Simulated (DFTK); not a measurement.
BN under changes of volume

One of the cells (5.959 Å³/atom); the others are scaled copies at fixed shape and fractional positions:

```xyz
2
Lattice="0.0000 1.8130 1.8130 1.8130 0.0000 1.8130 1.8130 1.8130 0.0000" Properties=species:S:1:pos:R:3 pbc="T T T"
N     0.9065    0.9065    0.9065
B     0.0000    0.0000    0.0000
```

The cell is a database's computed one.

- Program: DFTK 0.8.2
- Functional: r2SCAN
- Potentials or basis: SG15 1.2 (PBE)
- Cutoff: 1225 eV
- k mesh: 8 × 8 × 8
- Occupations: fermi-dirac, width 0.05 eV
- Spin: no spin polarisation

```tsv
volume (Å³/atom)	energy over the lowest point (meV/atom)	pressure (GPa)	gap on the mesh (eV)
5.602	15.68	19.6	5.06
5.721	?	?	?
5.840	0.00	2.0	5.00
5.959	1.38	-5.6	4.97
6.078	8.18	-12.6	4.94
6.198	19.91	-18.9	4.91
6.317	36.11	-24.6	4.88
```

Problem. What does the run at 5.721 Å³/atom give?

Solution. Energy over the lowest point 4.57 meV/atom; pressure 10.4 GPa; gap on the mesh 5.03 eV.

Worked out: A Birch-Murnaghan fit of order 3 (a polynomial in V^(-2/3)) to the other rows has its minimum at 5.87 Å³/atom with B0 = V·E''(V) = 385 GPa and B' = 3.8. It gives 4.57 meV/atom at 5.721 Å³/atom, against the run's 4.57, and -dE/dV = 10.4 GPa, against 10.4. A straight line through the other rows of the gap, of slope -1.5 eV per unit of ln V, gives 5.03 eV, against the run's 5.03.

Energies are extrapolated to zero smearing.

Caveats: the potentials were made for another functional, which shifts forces and pressure.

A mesh can miss the band edges.
